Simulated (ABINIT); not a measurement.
Here is an ABINIT 10.8.3 (patched build) calculation.

Contents of run.abi:

```
# Pseudopotentials
pp_dirpath "./"
pseudos "Ca.upf"

# Structure
acell 7.4674333183 7.4674333183 7.4674333183
rprim
     0.0000000000     0.7071067812     0.7071067812
     0.7071067812     0.0000000000     0.7071067812
     0.7071067812     0.7071067812     0.0000000000
ntypat 1
znucl 20
natom 1
typat 1
chkprim 0
chksymtnons 0
tolsym 1.0e-6
xred
            0.0            0.0            0.0

# Plane-wave basis
ecut 34.0
ecutsm 0.5

# k points
kptopt 1
ngkpt 6 6 6
nshiftk 1
shiftk 0.0 0.0 0.0

# Exchange and correlation
ixc -116133

# Bands and occupations
nband 9
occopt 3
tsmear 0.00183747

# SCF cycle
nstep 80
tolvrs 1.0e-12

# Output
iomode 3
prteig 0
prtebands 0
prtwf 0
prtden 0

# Relaxation
ionmov 2
optcell 2
ntime 50
tolmxf 2.0e-5
dilatmx 1.08
```

Potentials or basis: PseudoDojo NC SR PBEsol v0.4 stringent.

Launch:

```sh
$ mpirun --bind-to none -np 4 abinit run.abi > log 2>&1
```

Task: What does it give for the band gap on the k mesh?

Result: None (metal or under the smearing width).

Task: What does it give for the relaxed cell?

Result: a = 3.850 Å, b = 3.850 Å, c = 3.850 Å, α = 60.00°, β = 60.00°, γ = 60.00°.

Final structure:
```
Ca
1.0
     0.00000    2.72259    2.72259
     2.72259    0.00000    2.72259
     2.72259    2.72259    0.00000
Ca
1
Cartesian
  0.0000 0.0000 0.0000
```
